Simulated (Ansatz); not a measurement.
Sb in Ansatz: the effect of functional

Crystal: Sb.

```
CELL_PARAMETERS angstrom
-1.90804 1.90804 1.90804
1.90804 -1.90804 1.90804
1.90804 1.90804 -1.90804
ATOMIC_POSITIONS crystal
Sb 0.00000 0.00000 0.00000
```

This isn't the form of Sb at room conditions, which is rhombohedral.

The cell isn't the ideal one: volume scaled by 1.06.

Alike in all runs:

| Quantity | Value |
| --- | --- |
| Program | Ansatz 0.2.0 |
| Task | single point |
| Potentials or basis | Ansatz PAW |
| k mesh | 10 × 10 × 10 |
| Occupations | fermi-dirac, width 0.05 eV |
| Spin | no spin polarisation |

| functional | cutoff | pressure (GPa) |
| --- | --- | --- |
| LDA | 420 eV (not typed: the program's choice for these potentials) | ? |
| PBEsol | 420 eV (not typed: the program's choice for these potentials) | -3.5 |
| r2SCAN | 500 eV (not typed: the program's choice for these potentials) | -1.2 |

Task: What does the run with functional LDA give?

Result: Pressure -4.6 GPa.

Caveats: the PAW data sets come from PBE, with cores solved anew for the run's functional, which leaves a small shift of forces and pressure.

Runs at the PBE level aren't shown here.
